Question

A calculation on a crystal replaces the continuous range of electron wavevectors by a finite grid, the k-mesh. The three numbers of each sweep value count the divisions of this grid: two within the hexagonal plane of titanium and one along its c axis. The column "energy less tightest" gives the energy relative to that of the densest mesh.

An engineer refines the mesh step by step and stops as soon as the latest refinement has changed the result by less than a chosen bound. The bound is 10 meV/atom for the energy and 0.1 GPa for the pressure.

DFTK 0.8.2, plane-wave PBE without spin polarisation, for hcp titanium in a fixed two-atom cell (17.64 Å³/atom). All meshes use the scalar-relativistic PseudoDojo 0.4.1 standard pseudopotential (12 valence electrons), a 1142.88 eV cutoff and cold smearing of 0.1 eV. Energies are free energies relative to the 13,13,8 mesh.

```
sweep value  energy less tightest (meV/atom)  pressure (GPa)  gap (eV)
      2,2,1                           -319.4          -8.228     0.000
      3,3,2                            -35.0          -2.461     0.000
      4,4,3                             16.0          -1.143     0.000
      6,6,4                              9.0          -1.463     0.000
      8,8,4                             -7.2          -1.736     0.000
      9,9,5                             -0.5          -1.660     0.000
    11,11,7                              1.4          -1.506     0.000
    13,13,8                              0.0          -1.500     0.000
```

(a) At which mesh does this rule stop for each quantity, and does the next mesh support the decision?

(b) Why can the sampling error of a metal change sign instead of fading steadily?

(c) Why can a mesh give a good energy and a poor pressure?

(d) Estimate whether the smearing of 0.1 eV bridges the energy difference between neighbouring mesh points, and propose a safer rule.

Model answer

(a) For the energy the rule stops at 6,6,4, because the step from 4,4,3 is only −7.0 meV/atom. The next refinement, to 8,8,4, changes the energy by −16.2 meV/atom, more than twice as much and well beyond the bound. The small step was therefore a false plateau. The 6,6,4 and 8,8,4 meshes both have four divisions along c, so the larger step comes from the sampling within the plane.

For the pressure the rule stops at 9,9,5, where the latest step is 0.076 GPa. The following step is 0.154 GPa, again about twice as large and beyond the bound. Here the decision is plainly wrong: the accepted pressure differs from that of the densest mesh by 0.160 GPa. The rule has thus stopped too early in both quantities, at different meshes. The accepted energy does lie within 10 meV/atom of the densest mesh, but the small step gave no assurance of that.

(b) Each mesh point stands for a small block of wavevectors. In a metal some of these blocks are cut by the Fermi surface, the boundary between filled and empty states. The true energy needs the filled fraction of such a block, but the mesh sees only the state at its one point and counts the block as nearly full or nearly empty. Smearing softens this decision only when the point lies close to the Fermi level.

The resulting error can have either sign, and a new mesh places its points differently about the same surface. Points related by symmetry err together, so a coarse mesh has few independent errors that could offset one another. The 6,6,4 mesh has 21 symmetry-distinct points, the densest 105. With more points the errors average out better, but nothing obliges them to shrink at every step.

The variational principle gives no protection here. It ranks trial states for one fixed energy expression, whereas a new mesh changes the expression itself. A search for the lowest energy would choose 2,2,1, which lies 319 meV/atom below the densest mesh. That mesh has a single plane of points along c and misses how the bands vary in that direction; its pressure is wrong by 6.7 GPa.

(c) Let E be the energy that a mesh gives at volume V, and let ε be its sampling error. The pressure p is minus the slope of the energy with volume:

p = −dE/dV

error of p = −dε/dV

The pressure therefore inherits the slope of the sampling error, not its size. When the cell expands or shrinks, the bands shift relative to one another and the Fermi surface moves across the mesh points. An error that happens to vanish at one volume need not vanish at the next.

The 9,9,5 mesh shows this clearly. Its energy agrees with that of the densest mesh to 0.5 meV/atom, yet its pressure fails the 0.1 GPa bound. At 6,6,4 the situation is reversed: the energy is off by 9.0 meV/atom, while the pressure is off by only 0.037 GPa. That good pressure does not last, since the next mesh is again outside the bound.

(d) Suppose that one d band of titanium changes by a span W between the centre and the edge of the Brillouin zone. With N divisions in the plane, the mesh crosses this distance in N/2 steps. The typical energy difference δ between neighbouring points is then

δ = W / (N/2) = 2W/N

A rough, recalled value for W is 2 eV. For the 6,6,4 mesh, with N = 6, this gives

δ = 2 × 2 eV / 6 ≈ 0.7 eV

This is about seven times the smearing width. Even at 13,13,8 the ratio is still about three. On the coarser meshes smearing is therefore unlikely to join neighbouring points into a smooth sum, and jumps of either sign remain possible. On the densest meshes the ratio is too small for so rough an estimate to decide.

The estimate is good to a factor of two or three at best and carries no sign. It also falls steadily with N, so it cannot foresee that 8,8,4 gives a worse pressure than 6,6,4. Nor does it include the averaging over many points, which can steady the energy on the dense meshes even where δ exceeds the smearing width. Its use is to warn when a single small step deserves little trust. By the same argument, a narrower smearing calls for a denser mesh.

A safer rule asks that three successive meshes agree with one another within the bound. For the energy, 8,8,4, 9,9,5 and 11,11,7 are the first to do so: they range from −7.2 to 1.4 meV/atom, a spread of 8.6. For the pressure no three successive meshes pass. Even the last three span 0.160 GPa, so at least one further mesh is needed before the pressure can be called settled by this rule.

Remarks on the reasoning

The false plateaus, and the mismatch between energy and pressure, can be read directly from the table. The link to the Fermi surface is argued from the standard theory of metals. It agrees with the zero gap in every row, but these runs do not isolate it, because no second smearing width and no insulator stands beside them for comparison. The printed output that follows lists the steps between meshes and the band estimate, which has no adjusted constant.

One mistake to avoid is to treat the densest mesh as exact. Its relative energy is zero by definition, and the last refinement still moved the energy by 1.4 meV/atom. The 6,6,4 mesh meets the 10 meV/atom bound by a margin of only 1.0 meV/atom, so a slightly different reference could reverse that verdict. The same caution applies to 11,11,7, the first mesh from which the pressure stays within 0.1 GPa of the densest: it agrees closely with its denser neighbour, but one close agreement has already misled in this series.

Another mistake is to read the remaining pressure of about −1.5 GPa as sampling error. The negative sign means that the cell would shrink if it were free to do so; at these settings the supplied cell is slightly too large. A mesh test should ask whether the pressure stays put, not whether it approaches zero.

For practical work, the quantity to be tested is the one that will be used. An engineer who wants a relaxed cell should follow the pressure as well as the energy, because a steady energy can hide an unsettled slope. In an hcp crystal the separate stresses within the plane and along c need the same test, since the pressure shows only their average. The forces on the atoms are no help in this choice: the symmetry of the hcp crystal makes them vanish on the coarsest mesh as well as on the densest.

The analysis program printed:

```
Changes from mesh to mesh:
      row  irreducible k-points  energy step meV/atom  pressure step GPa  pressure less densest GPa  rough band step eV
    2,2,1                     2                   n/a                n/a                     -6.728                   2
    3,3,2                     6                 284.4              5.767                     -0.961               1.333
    4,4,3                     8                    51              1.318                      0.357                   1
    6,6,4                    21                    -7              -0.32                      0.037              0.6667
    8,8,4                    30                 -16.2             -0.273                     -0.236                 0.5
    9,9,5                    36                   6.7              0.076                      -0.16              0.4444
  11,11,7                    64                   1.9              0.154                     -0.006              0.3636
  13,13,8                   105                  -1.4              0.006                          0              0.3077
Energy step to 8,8,4 over energy step to 6,6,4 (ratio): 2.314
Pressure step to 11,11,7 over pressure step to 9,9,5 (ratio): 2.026
Margin of 6,6,4 below the 10 meV/atom bound (meV/atom): 1
Size of the last energy step (meV/atom): 1.4
Rough band step over smearing width at 6,6,4 (ratio): 6.667
Rough band step over smearing width at 13,13,8 (ratio): 3.077
```
